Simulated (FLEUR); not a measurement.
Here is a FLEUR MaX-R8.1 (later development tree) calculation.

The input inp.xml:

```xml
<?xml version="1.0" encoding="UTF-8" standalone="no"?>
<fleurInput fleurInputVersion="0.39">
   <comment>
      SnTe                                                                                                
   </comment>
   <calculationSetup>
      <cutoffs Kmax="4.1" Gmax="12.7" GmaxXC="12.7" numbands="0"/>
      <scfLoop itmax="80" minDistance="0.0001" maxIterBroyd="30" imix="Anderson" alpha="0.05" precondParam="0.0" spinf="2.0" sdNocoIR="T"/>
      <coreElectrons ctail="F" frcor="F" kcrel="0" coretail_lmax="0"/>
      <xcFunctional name="LibXC" relativisticCorrections="F">
         <LibXCName exchange="mgga_x_scan" correlation="mgga_c_scan"/>
         <AuxGGA exchange="117" correlation="130"/>
      </xcFunctional>
      <magnetism jspins="1"/>
      <soc l_soc="F" theta="0.0" phi="0.0" spav="F"/>
      <expertModes spex="0" secvar="F"/>
      <geometryOptimization l_f="F" forcealpha="1.0" forcemix="BFGS" epsdisp="0.00001" epsforce="0.00001"/>
      <ldaU l_linMix="F" mixParam="0.05" spinf="1.0"/>
   </calculationSetup>
   <cell>
      <bzIntegration valenceElectrons="44.0" mode="hist" fermiSmearingEnergy="0.00183747">
         <kPointListSelection listName="default-1"/>
         <!-- k-points included here -->
         <xi:include xmlns:xi="http://www.w3.org/2001/XInclude" href="kpts.xml"> </xi:include>
      </bzIntegration>
      <!-- symmetry operations included here -->
      <xi:include xmlns:xi="http://www.w3.org/2001/XInclude" href="sym.xml"> </xi:include>
      <bulkLattice scale="1.0">
         <bravaisMatrix>
            <row-1>    0.0000000000000000     5.9542435596959100     5.9542435596959100</row-1>
            <row-2>    5.9542435596959100     0.0000000000000000     5.9542435596959100</row-2>
            <row-3>    5.9542435596959100     5.9542435596959100     0.0000000000000000</row-3>
         </bravaisMatrix>
      </bulkLattice>
   </cell>
   <atomSpecies>
      <species name="Tellurium (Te)" element="Te" atomicNumber="52">
         <mtSphere radius="2.66" gridPoints="879" logIncrement="0.015"/>
         <atomicCutoffs lmax="10" lnonsphr="10"/>
         <electronConfig flipSpins="F">
            <coreConfig>(1s1/2) (2s1/2) (2p1/2) (2p3/2) (3s1/2) (3p1/2) (3p3/2) (4s1/2) (3d3/2) (3d5/2)</coreConfig>
            <valenceConfig>(4p1/2) (4p3/2) (5s1/2) (4d3/2) (4d5/2) (5p1/2) (5p3/2)</valenceConfig>
            <stateOccupation state="(5p1/2)" spinUp="0.666667" spinDown="0.666667"/>
            <stateOccupation state="(5p3/2)" spinUp="1.333333" spinDown="1.333333"/>
         </electronConfig>
         <energyParameters s="5" p="5" d="5" f="4"/>
         <lo type="SCLO" l="1" n="4" eDeriv="0"/>
         <lo type="SCLO" l="1" n="4" eDeriv="1"/>
         <lo type="SCLO" l="2" n="4" eDeriv="0"/>
         <lo type="SCLO" l="2" n="4" eDeriv="1"/>
         <lo type="SCLO" l="0" n="5" eDeriv="2"/>
         <lo type="SCLO" l="3" n="4" eDeriv="2"/>
      </species>
      <species name="Tin (Sn)" element="Sn" atomicNumber="50">
         <mtSphere radius="2.66" gridPoints="879" logIncrement="0.015"/>
         <atomicCutoffs lmax="10" lnonsphr="10"/>
         <electronConfig flipSpins="F">
            <coreConfig>(1s1/2) (2s1/2) (2p1/2) (2p3/2) (3s1/2) (3p1/2) (3p3/2) (3d3/2) (3d5/2)</coreConfig>
            <valenceConfig>(4s1/2) (4p1/2) (4p3/2) (5s1/2) (4d3/2) (4d5/2) (5p1/2) (5p3/2)</valenceConfig>
            <stateOccupation state="(5p1/2)" spinUp="0.333333" spinDown="0.333333"/>
            <stateOccupation state="(5p3/2)" spinUp="0.666667" spinDown="0.666667"/>
         </electronConfig>
         <energyParameters s="5" p="5" d="4" f="4"/>
         <lo type="SCLO" l="0" n="4" eDeriv="0"/>
         <lo type="SCLO" l="1" n="4" eDeriv="0"/>
         <lo type="SCLO" l="1" n="4" eDeriv="1"/>
         <lo type="SCLO" l="2" n="4" eDeriv="2"/>
         <lo type="SCLO" l="3" n="4" eDeriv="2"/>
      </species>
   </atomSpecies>
   <atomGroups>
      <atomGroup species="Tellurium (Te)">
         <relPos label="                   1">1.000/2.000 1.000/2.000 1.000/2.000</relPos>
         <force calculate="T" relaxXYZ="TTT"/>
      </atomGroup>
      <atomGroup species="Tin (Sn)">
         <relPos label="                   2">.0000000000 .0000000000 .0000000000</relPos>
         <force calculate="T" relaxXYZ="TTT"/>
      </atomGroup>
   </atomGroups>
   <output dos="F" band="F" slice="F">
      <checks vchk="F" cdinf="F"/>
      <bandDOS minEnergy="-.5*Htr" maxEnergy="0.5*Htr" sigma="0.015" storeEVData="T"/>
      <vacuumDOS vacdos="F" integ="F" star="F" nstars="0" locx1="0.0" locy1="0.0" locx2="0.0" locy2="0.0" nstm="0" tworkf="0.0"/>
      <unfoldingBand unfoldBand="F" supercellX="1" supercellY="1" supercellZ="1"/>
      <plotting iplot="0" polar="F">
         <plot TwoD="T" vec1="  1.0  0.0  0.0" vec2="  0.0  1.0  0.0" vec3="  0.0  0.0  1.0" zero="  0.0  0.0  0.0" file="plot"/>
      </plotting>
      <chargeDensitySlicing numkpt="0" minEigenval="0.0" maxEigenval="0.0" nnne="0" pallst="F"/>
      <specialOutput eonly="F"/>
      <moessbauerParams electricFieldGradient="T" isomerShift="T" coreHyperfine="T" valenceHyperfine="T"/>
      <magneticCircularDichroism mcd="F" energyLo="-10.0" energyUp="0.0"/>
   </output>
  <!-- We include the file relax.xml here to enable relaxations (see documentation) -->
  <xi:include xmlns:xi="http://www.w3.org/2001/XInclude" href="relax.xml"> <xi:fallback/> </xi:include>
</fleurInput>
```

crystal.txt

```
SnTe
&input cartesian=F /
0.0000000000  3.1508500000  3.1508500000
3.1508500000  0.0000000000  3.1508500000
3.1508500000  3.1508500000  0.0000000000
1.8897261246
1.0 1.0 1.0

2
52 0.5000000000  0.5000000000  0.5000000000
50 0.0000000000  0.0000000000  0.0000000000

&kpt div1=7 div2=7 div3=7 gamma=T /
```

File inp.xml (bands):

```
<?xml version="1.0" encoding="UTF-8" standalone="no"?>
<fleurInput fleurInputVersion="0.39">
   <comment>
      SnTe                                                                                                
   </comment>
   <calculationSetup>
      <cutoffs Kmax="4.1" Gmax="12.7" GmaxXC="12.7" numbands="0"/>
      <scfLoop itmax="80" minDistance="0.0001" maxIterBroyd="30" imix="Anderson" alpha="0.05" precondParam="0.0" spinf="2.0" sdNocoIR="T"/>
      <coreElectrons ctail="F" frcor="F" kcrel="0" coretail_lmax="0"/>
      <xcFunctional name="LibXC" relativisticCorrections="F">
         <LibXCName exchange="mgga_x_scan" correlation="mgga_c_scan"/>
         <AuxGGA exchange="117" correlation="130"/>
      </xcFunctional>
      <magnetism jspins="1"/>
      <soc l_soc="F" theta="0.0" phi="0.0" spav="F"/>
      <expertModes spex="0" secvar="F"/>
      <geometryOptimization l_f="F" forcealpha="1.0" forcemix="BFGS" epsdisp="0.00001" epsforce="0.00001"/>
      <ldaU l_linMix="F" mixParam="0.05" spinf="1.0"/>
   </calculationSetup>
   <cell>
      <bzIntegration valenceElectrons="44.0" mode="hist" fermiSmearingEnergy="0.00183747">
         <kPointListSelection listName="path-1"/>
         <!-- k-points included here -->
         <xi:include xmlns:xi="http://www.w3.org/2001/XInclude" href="kpts.xml"> </xi:include>
      </bzIntegration>
      <!-- symmetry operations included here -->
      <xi:include xmlns:xi="http://www.w3.org/2001/XInclude" href="sym.xml"> </xi:include>
      <bulkLattice scale="1.0">
         <bravaisMatrix>
            <row-1>    0.0000000000000000     5.9542435596959100     5.9542435596959100</row-1>
            <row-2>    5.9542435596959100     0.0000000000000000     5.9542435596959100</row-2>
            <row-3>    5.9542435596959100     5.9542435596959100     0.0000000000000000</row-3>
         </bravaisMatrix>
      </bulkLattice>
   </cell>
   <atomSpecies>
      <species name="Tellurium (Te)" element="Te" atomicNumber="52">
         <mtSphere radius="2.66" gridPoints="879" logIncrement="0.015"/>
         <atomicCutoffs lmax="10" lnonsphr="10"/>
         <electronConfig flipSpins="F">
            <coreConfig>(1s1/2) (2s1/2) (2p1/2) (2p3/2) (3s1/2) (3p1/2) (3p3/2) (4s1/2) (3d3/2) (3d5/2)</coreConfig>
            <valenceConfig>(4p1/2) (4p3/2) (5s1/2) (4d3/2) (4d5/2) (5p1/2) (5p3/2)</valenceConfig>
            <stateOccupation state="(5p1/2)" spinUp="0.666667" spinDown="0.666667"/>
            <stateOccupation state="(5p3/2)" spinUp="1.333333" spinDown="1.333333"/>
         </electronConfig>
         <energyParameters s="5" p="5" d="5" f="4"/>
         <lo type="SCLO" l="1" n="4" eDeriv="0"/>
         <lo type="SCLO" l="1" n="4" eDeriv="1"/>
         <lo type="SCLO" l="2" n="4" eDeriv="0"/>
         <lo type="SCLO" l="2" n="4" eDeriv="1"/>
         <lo type="SCLO" l="0" n="5" eDeriv="2"/>
         <lo type="SCLO" l="3" n="4" eDeriv="2"/>
      </species>
      <species name="Tin (Sn)" element="Sn" atomicNumber="50">
         <mtSphere radius="2.66" gridPoints="879" logIncrement="0.015"/>
         <atomicCutoffs lmax="10" lnonsphr="10"/>
         <electronConfig flipSpins="F">
            <coreConfig>(1s1/2) (2s1/2) (2p1/2) (2p3/2) (3s1/2) (3p1/2) (3p3/2) (3d3/2) (3d5/2)</coreConfig>
            <valenceConfig>(4s1/2) (4p1/2) (4p3/2) (5s1/2) (4d3/2) (4d5/2) (5p1/2) (5p3/2)</valenceConfig>
            <stateOccupation state="(5p1/2)" spinUp="0.333333" spinDown="0.333333"/>
            <stateOccupation state="(5p3/2)" spinUp="0.666667" spinDown="0.666667"/>
         </electronConfig>
         <energyParameters s="5" p="5" d="4" f="4"/>
         <lo type="SCLO" l="0" n="4" eDeriv="0"/>
         <lo type="SCLO" l="1" n="4" eDeriv="0"/>
         <lo type="SCLO" l="1" n="4" eDeriv="1"/>
         <lo type="SCLO" l="2" n="4" eDeriv="2"/>
         <lo type="SCLO" l="3" n="4" eDeriv="2"/>
      </species>
   </atomSpecies>
   <atomGroups>
      <atomGroup species="Tellurium (Te)">
         <relPos label="                   1">1.000/2.000 1.000/2.000 1.000/2.000</relPos>
         <force calculate="T" relaxXYZ="TTT"/>
      </atomGroup>
      <atomGroup species="Tin (Sn)">
         <relPos label="                   2">.0000000000 .0000000000 .0000000000</relPos>
         <force calculate="T" relaxXYZ="TTT"/>
      </atomGroup>
   </atomGroups>
   <output dos="F" band="T" slice="F">
      <checks vchk="F" cdinf="F"/>
      <bandDOS minEnergy="-.5*Htr" maxEnergy="0.5*Htr" sigma="0.015" storeEVData="T"/>
      <vacuumDOS vacdos="F" integ="F" star="F" nstars="0" locx1="0.0" locy1="0.0" locx2="0.0" locy2="0.0" nstm="0" tworkf="0.0"/>
      <unfoldingBand unfoldBand="F" supercellX="1" supercellY="1" supercellZ="1"/>
      <plotting iplot="0" polar="F">
         <plot TwoD="T" vec1="  1.0  0.0  0.0" vec2="  0.0  1.0  0.0" vec3="  0.0  0.0  1.0" zero="  0.0  0.0  0.0" file="plot"/>
      </plotting>
      <chargeDensitySlicing numkpt="0" minEigenval="0.0" maxEigenval="0.0" nnne="0" pallst="F"/>
      <specialOutput eonly="F"/>
      <moessbauerParams electricFieldGradient="T" isomerShift="T" coreHyperfine="T" valenceHyperfine="T"/>
      <magneticCircularDichroism mcd="F" energyLo="-10.0" energyUp="0.0"/>
   </output>
  <!-- We include the file relax.xml here to enable relaxations (see documentation) -->
  <xi:include xmlns:xi="http://www.w3.org/2001/XInclude" href="relax.xml"> <xi:fallback/> </xi:include>
</fleurInput>
```

Potentials or basis: all-electron, FLAPW.

Command:

```sh
$ inpgen -f crystal.txt -profile fastHighL
$ # inp.xml edited to the form shown
$ fleur_MPI
$ fleur_MPI   # second run, on inp.xml (bands)
```

Q: What does it give for the band gap along the path?

A: 0.10 eV, direct.

Core levels (eV from the Fermi level):
```
atom                                                                                                                                           levels
1 Te  1s1/2 -31604.9, 2s1/2 -4841.6, 2p1/2 -4535.3, 2p3/2 -4260.8, 3s1/2 -960.1, 3p1/2 -834.3, 3p3/2 -783.1, 4s1/2 -159.8, 3d3/2 -561.5, 3d5/2 -550.8
2 Sn                1s1/2 -28993.2, 2s1/2 -4372.3, 2p1/2 -4083.3, 2p3/2 -3852.6, 3s1/2 -840.6, 3p1/2 -723.3, 3p3/2 -681.1, 3d3/2 -474.1, 3d5/2 -465.4
```

Caveat: this odd mesh misses L, where the gap lies, so gap, dielectric constants and Born charges aren't listed; the meta-GGA is that of a development version, with a GGA for the radial functions and cores and without core tails; spin-orbit coupling is left out, which moves the levels of the heavy elements.

**The experiment to reproduce.**

A printed reference work, textbook reports, for a bulk crystal of SnTe at 300 K: band gap 0.18 eV (direct).

Against the measured gap of SnTe, 0.18 eV (direct; 300 K; a printed reference work, textbook), the calculated 0.10 eV is off by -0.08 eV. Spin-orbit coupling on Sn, Te is left out. The value is that of SCAN, without temperature or zero-point motion.
